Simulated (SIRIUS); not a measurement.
# C (Cmmm) in SIRIUS: reference runs

Reference runs on C: the cell as given and a disturbed copy.

Program: SIRIUS 7.10.0. These are calculated values, not measurements. Logs are shortened: lines on timing, memory, paths and dates and some standing lists are left out, and cuts for length are marked. The log counts tension as positive stress, the text compression.

## Step 1: Starting point

The structure is orthorhombic, space group Cmmm (No. 65). The conventional cell has a = 2.698 Å, b = 7.818 Å, c = 2.510 Å, α = 90.00°, β = 90.00°, γ = 90.00°. C (site symmetry m2m) has 3 C at 1.35 to 1.49 Å as nearest neighbours. C (site symmetry m2m) has 4 C at 1.49 to 1.65 Å as nearest neighbours.

The cell was built by a generator and needn't be a form met in nature.

## Step 2: Single point, PBE

Contents of sirius.json:

```json
{
  "control": {
    "processing_unit": "cpu",
    "verbosity": 2,
    "num_bands_to_print": 15,
    "print_forces": true,
    "print_stress": true
  },
  "parameters": {
    "electronic_structure_method": "pseudopotential",
    "xc_functionals": ["XC_GGA_X_PBE", "XC_GGA_C_PBE"],
    "gk_cutoff": 9.1,
    "pw_cutoff": 18.2,
    "ngridk": [10, 10, 11],
    "shiftk": [0, 0, 0],
    "smearing": "fermi_dirac",
    "smearing_width": 0.0018374661,
    "num_bands": 15,
    "num_mag_dims": 0,
    "num_dft_iter": 100,
    "energy_tol": 1e-08,
    "density_tol": 1e-06
  },
  "iterative_solver": {
    "type": "davidson",
    "min_tolerance": 1e-09,
    "tolerance_scale": [0.1, 0.25]
  },
  "mixer": {
    "type": "anderson",
    "beta": 0.7,
    "max_history": 8
  },
  "settings": {
    "tol_ne": 1e-10,
    "pseudo_grid_cutoff": 6.5
  },
  "unit_cell": {
    "lattice_vectors": [
      [2.549183850336, -7.386882729378, 0.0],
      [2.549183850336, 7.386882729378, 0.0],
      [0.0, 0.0, 4.742853524847]
    ],
    "atom_coordinate_units": "lattice",
    "atom_types": ["C"],
    "atom_files": {
      "C": "C.json"
    },
    "atoms": {
      "C": [
        [0.08605, 0.91395, 0.5],
        [0.91395, 0.08605, 0.5],
        [0.18923, 0.81077, 0.0],
        [0.81077, 0.18923, 0.0]
      ]
    }
  }
}
```

Potentials or basis: PseudoDojo 0.4.1 PBE standard (scalar relativistic).

On the command line:

```
upf_to_json C.upf
OMP_NUM_THREADS=1 sirius.scf --input=sirius.json --output=out.json --task=0
```

The program printed:

```text
[info] SIRIUS version : 7.10.0
[info] number of MPI ranks           : 1
[info] MPI grid                      : 1 1
[info] maximum number of OMP threads : 1
[fft] FFT context for density and potential
[fft] =====================================
[fft]   comm size                             : 1
[fft]   plane wave cutoff                     : 18.2
[fft]   grid size                             : 48 48 30   total : 69120
[fft]   grid limits                           : -23 24   -23 24   -14 15
[fft]   number of G-vectors within the cutoff : 9106
[fft]   local number of G-vectors             : 9106
[fft]   number of G-shells                    : 2566
[fft] FFT context for coarse grid
[fft] =====================================
[fft]   comm size                             : 1
[fft]   plane wave cutoff                     : 18.2
[fft]   grid size                             : 48 48 30   total : 69120
[fft]   grid limits                           : -23 24   -23 24   -14 15
[fft]   number of G-vectors within the cutoff : 9106
[fft]   local number of G-vectors             : 9106
[fft]   number of G-shells                    : 2566
[unit cell] lattice vectors
[unit cell]   a1 :       2.5491838503     -7.3868827294      0.0000000000
[unit cell]   a2 :       2.5491838503      7.3868827294      0.0000000000
[unit cell]   a3 :       0.0000000000      0.0000000000      4.7428535248
[unit cell] reciprocal lattice vectors
[unit cell]   b1 :       1.2323915567     -0.4252934247      0.0000000000
[unit cell]   b2 :       1.2323915567      0.4252934247     -0.0000000000
[unit cell]   b3 :      -0.0000000000      0.0000000000      1.3247689970
[unit cell] unit cell volume :       178.62081678 [a.u.^3]
[unit cell] 1/sqrt(omega)    :         0.07482280
[unit cell] MT volume        :         0.00000000 ( 0.00%)
[unit cell] IT volume        :       178.62081678 (100.00%)
[unit cell] number of atom types : 1
[unit cell] type id : 0 symbol :  C mt_radius :  12.470000 num_atoms : 4
[unit cell] total number of atoms : 4
[unit cell] number of symmetry classes : 2
[unit cell] number of PAW atoms : 0
[unit cell] atom id  type id  class id             position                      vector_field
[unit cell] ------------------------------------------------------------------------------------------
[unit cell]      0        0        0      0.08605   0.91395   0.50000      0.00000   0.00000   0.00000
[unit cell]      1        0        0      0.91395   0.08605   0.50000      0.00000   0.00000   0.00000
[unit cell]      2        0        1      0.18923   0.81077   0.00000      0.00000   0.00000   0.00000
[unit cell]      3        0        1      0.81077   0.18923   0.00000      0.00000   0.00000   0.00000
[unit cell] atom id         position (Cartesian, a.u.)
[unit cell] ---------------------------------------------
[unit cell]      0       2.549184    6.115600    2.371427
[unit cell]      1       2.549184   -6.115600    2.371427
[unit cell]      2       2.549184    4.591243    0.000000
[unit cell]      3       2.549184   -4.591243    0.000000
[unit cell] class id : 0 atom id : 0 1
[unit cell] class id : 1 atom id : 2 3
[unit cell] minimum bond length:     2.542565
[unit cell] total number of pseudo wave-functions: 16
[sym] space group number   : 65
[sym] international symbol : Cmmm
[sym] Hall symbol          : -C 2 2
[sym] space group transformation matrix :
[sym]   0.5000  0.5000  0.0000
[sym]  -0.5000  0.5000  0.0000
[sym]   0.0000  0.0000  1.0000
[sym] space group origin shift :
[sym]   0.0000  0.0000  0.0000
[sym] number of space group operations  : 8
[sym] number of magnetic group operations : 8
[sym] metric tensor error: 0.0000e+00
[sym] rotation matrix error: 7.3685e-17
[sym] symmetry operations
[... list of symmetry operations ...]
[atom type] label          : C
[atom type] --------------------------------------------------------------------------------
[atom type] symbol         : C
[atom type] name           :
[atom type] zn             : 4
[atom type] mass           : 0
[atom type] mt_radius      : 12.47
[atom type] num_mt_points  : 1248
[atom type] grid_origin    : 0
[atom type] grid_name      : external
[atom type] number of core electrons    : 0
[atom type] number of valence electrons : 4
[... 229 lines left out ...]
[diagonalize] iterative solver tolerance (occupied, empty): 7.26243e-09 7.26243e-09
[diagonalize] average number of iterations: 2.97312
[find] Total energy                   :     -24.03137530 (Ha),     -48.06275060 (Ry)
[find] Free energy (E-TS)             :     -24.03149065 (Ha),     -48.06298131 (Ry)
[find] band gap (eV)                  :       0.00000000
[find] Efermi                         :       0.43454915
[find] iteration : 10, RMS : 1.777243711859e-07, energy difference : -4.565890776576e-09
[find] Hartree energy of density residual : 2.306826954482e-12
[find] bands are converged : true
[find] iterative solver converged : false
[find] +------------------------------+
[find] | SCF iteration  11 out of 100|
[find] +------------------------------+
[diagonalize] iterative solver tolerance (occupied, empty): 1.81561e-09 1.81561e-09
[diagonalize] average number of iterations: 3.01075
[diagonalize] Lowest band energies
[diagonalize] ik:    0   -0.352148   -0.102372   -0.081405    0.170832    0.213327    0.321170    0.337047    0.340393    0.517714    0.605742    0.649907    0.697635    0.750035    0.774834    0.798759
[diagonalize] ik:    1   -0.346367   -0.115181   -0.063321    0.174445    0.184768    0.289689    0.333920    0.348709    0.549043    0.611302    0.655959    0.675403    0.776791    0.786980    0.804676
[diagonalize] ik:    2   -0.329411   -0.129934   -0.037361    0.127791    0.184699    0.241836    0.325169    0.344028    0.589317    0.626504    0.651353    0.672133    0.800476    0.816750    0.854740
[diagonalize] ik:    3   -0.302795   -0.143970   -0.023163    0.081240    0.199645    0.205475    0.312505    0.326401    0.553982    0.647260    0.688681    0.693066    0.818560    0.843687    0.926197
[diagonalize] ik:    4   -0.271111   -0.163021   -0.030080    0.061977    0.196947    0.215081    0.299220    0.300598    0.517708    0.670695    0.706195    0.711199    0.825313    0.881762    0.915481
[diagonalize] ...
[diagonalize] ik:  181   -0.197804   -0.145358   -0.072192   -0.021452    0.146505    0.233701    0.278076    0.391863    0.593002    0.622956    0.682621    0.713537    0.747590    0.797139    0.947862
[diagonalize] ik:  182   -0.155234   -0.133793   -0.072057   -0.051865    0.162747    0.201225    0.253783    0.321079    0.546520    0.681595    0.689890    0.714608    0.749469    0.829014    0.842124
[diagonalize] ik:  183   -0.173565   -0.140114   -0.086537   -0.054108    0.171522    0.251553    0.263312    0.367680    0.586703    0.648210    0.687682    0.701698    0.718335    0.805096    0.916072
[diagonalize] ik:  184   -0.184430   -0.141711   -0.089281   -0.047681    0.168265    0.259700    0.276536    0.389537    0.601560    0.619818    0.691732    0.699905    0.720160    0.786638    0.962301
[diagonalize] ik:  185   -0.176319   -0.144410   -0.091094   -0.060192    0.176142    0.269482    0.275956    0.388674    0.604908    0.618569    0.695339    0.695548    0.708447    0.783034    0.969230
[find] Charges and magnetic moments
[find] --------------------------------------------------------------------------------
[find] total charge          : 16.000000
[find] Energy
[find] --------------------------------------------------------------------------------
[find] valence_eval_sum               :       1.16137470
[find] <rho|V^{XC}>                   :      -9.42301812
[find] <rho|E^{XC}>                   :      -8.59614995
[find] <mag|B^{XC}>                   :       0.00000000
[find] <rho|V^{H}>                    :       6.20154914
[find] one-electron contribution      :       4.38284369 (Ha),       8.76568738 (Ry)
[find] hartree contribution           :       3.10077457
[find] xc contribution                :      -8.59614995
[find] ewald contribution             :     -22.91884522
[find] PAW contribution               :       0.00000000
[find] smearing (-TS)                 :      -0.00011536
[find] SCF correction                 :       0.00000161
[find] Total energy                   :     -24.03137530 (Ha),     -48.06275060 (Ry)
[find] Free energy (E-TS)             :     -24.03149066 (Ha),     -48.06298131 (Ry)
[find] band gap (eV)                  :       0.00000000
[find] Efermi                         :       0.43454860
[find] iteration : 11, RMS : 1.839477319182e-07, energy difference : -1.465000565304e-09
[find] Hartree energy of density residual : 3.639166693428e-12
[find] bands are converged : false
[find] iterative solver converged : true
[find] converged after 12 SCF iterations!
[find] Charges and magnetic moments
[find] --------------------------------------------------------------------------------
[find] total charge          : 16.000000
[find] Energy
[find] --------------------------------------------------------------------------------
[find] valence_eval_sum               :       1.16137470
[find] <rho|V^{XC}>                   :      -9.42301812
[find] <rho|E^{XC}>                   :      -8.59614995
[find] <mag|B^{XC}>                   :       0.00000000
[find] <rho|V^{H}>                    :       6.20154914
[find] one-electron contribution      :       4.38284369 (Ha),       8.76568738 (Ry)
[find] hartree contribution           :       3.10077457
[find] xc contribution                :      -8.59614995
[find] ewald contribution             :     -22.91884522
[find] PAW contribution               :       0.00000000
[find] smearing (-TS)                 :      -0.00011536
[find] SCF correction                 :       0.00000161
[find] Total energy                   :     -24.03137530 (Ha),     -48.06275060 (Ry)
[find] Free energy (E-TS)             :     -24.03149066 (Ha),     -48.06298131 (Ry)
[find] band gap (eV)                  :       0.00000000
[find] Efermi                         :       0.43454860
[ground_state] === stress tensor components [kbar] ===
[ground_state] === stress_kin ===
[ground_state] -19056.108590   -0.000000    0.000000
[ground_state]    -0.000000-18027.205849    0.000000
[ground_state]     0.000000    0.000000-18127.098506
[ground_state] === stress_har ===
[ground_state]   904.257330   -0.000000    0.000000
[ground_state]    -0.000000-2687.813486    0.000000
[ground_state]     0.000000    0.000000-3323.795110
[ground_state] === stress_ewald ===
[ground_state] 21690.330082    0.000000    0.000000
[ground_state]     0.000000 8351.724412    0.000000
[ground_state]     0.000000    0.000000 7708.059413
[ground_state] === stress_vloc ===
[ground_state] -9213.311794    0.000000    0.000000
[ground_state]     0.000000 6524.193349    0.000000
[ground_state]     0.000000    0.000000 7943.742463
[ground_state] === stress_xc ===
[ground_state]  1516.989007    0.000000    0.000000
[ground_state]     0.000000 1448.814862    0.000000
[ground_state]     0.000000    0.000000 1452.343421
[ground_state] === stress_core ===
[ground_state]  2627.749473    0.000000    0.000000
[ground_state]     0.000000 2667.678999    0.000000
[ground_state]     0.000000    0.000000 2661.737954
[ground_state] === stress_nonloc ===
[ground_state]  1538.087059    0.000000    0.000000
[ground_state]     0.000000 1718.124527    0.000000
[ground_state]     0.000000    0.000000 1682.533133
[ground_state] === stress_us_nl ===
[ground_state]  1538.087059    0.000000    0.000000
[ground_state]     0.000000 1718.124527    0.000000
[ground_state]     0.000000    0.000000 1682.533133
[ground_state] === stress_total ===
[ground_state]     7.992565   -0.000000    0.000000
[ground_state]    -0.000000   -4.483186    0.000000
[ground_state]     0.000000    0.000000   -2.477232
[ground_state] ==== total Forces in Ha/bohr =====
[ground_state] atom:    0, force:       0.0000000     -0.0012469      0.0000000
[ground_state] atom:    1, force:      -0.0000000      0.0012469     -0.0000000
[ground_state] atom:    2, force:       0.0000000      0.0001713     -0.0000000
[ground_state] atom:    3, force:       0.0000000     -0.0001713      0.0000000
[ground_state] ==== ultrasoft contribution from Qij =====
[ground_state] atom:    0, force:       0.0000000      0.0000000      0.0000000
[ground_state] atom:    1, force:       0.0000000      0.0000000      0.0000000
[ground_state] atom:    2, force:       0.0000000      0.0000000      0.0000000
[ground_state] atom:    3, force:       0.0000000      0.0000000      0.0000000
[ground_state] ==== non-local contribution from Beta-projector =====
[ground_state] atom:    0, force:       0.0000000     -0.0433558      0.0000000
[ground_state] atom:    1, force:       0.0000000      0.0433558     -0.0000000
[ground_state] atom:    2, force:       0.0000000     -0.0197083     -0.0000000
[ground_state] atom:    3, force:       0.0000000      0.0197083      0.0000000
[ground_state] ==== contribution from local potential =====
[ground_state] atom:    0, force:       0.0000000      0.1197789      0.0000000
[ground_state] atom:    1, force:      -0.0000000     -0.1197789      0.0000000
[ground_state] atom:    2, force:       0.0000000      0.1499829      0.0000000
[ground_state] atom:    3, force:       0.0000000     -0.1499829      0.0000000
[ground_state] ==== contribution from core density =====
[ground_state] atom:    0, force:      -0.0000000      0.0063534      0.0000000
[ground_state] atom:    1, force:       0.0000000     -0.0063534      0.0000000
[ground_state] atom:    2, force:       0.0000000      0.0037925      0.0000000
[ground_state] atom:    3, force:       0.0000000     -0.0037925      0.0000000
[ground_state] ==== Ewald forces from ions =====
[ground_state] atom:    0, force:       0.0000000     -0.0840218      0.0000000
[ground_state] atom:    1, force:      -0.0000000      0.0840218      0.0000000
[ground_state] atom:    2, force:       0.0000000     -0.1338946      0.0000000
[ground_state] atom:    3, force:      -0.0000000      0.1338946      0.0000000
[~DFT_ground_state] local op. applied: 81272
[~DFT_ground_state] evp. work count: 23019.4
[~DFT_ground_state] number of iterative solver steps: 7137
```

Wall time 2.3 min (1 thread of Arm Neoverse V1, shared host); peak memory 0.64 GiB.

Results:

| Item | Value |
| --- | --- |
| Free energy | -653.9302 eV |
| Pressure | 0.0 GPa |
| Largest force | 0.064 eV/Å |
| Band gap on the k mesh | none (metal or under the smearing width) |

Forces on the atoms (eV/Å):
```
C    0.000 -0.064  0.000
C    0.000  0.064  0.000
C    0.000  0.009  0.000
C    0.000 -0.009  0.000
```

[end of part 1 of 2]
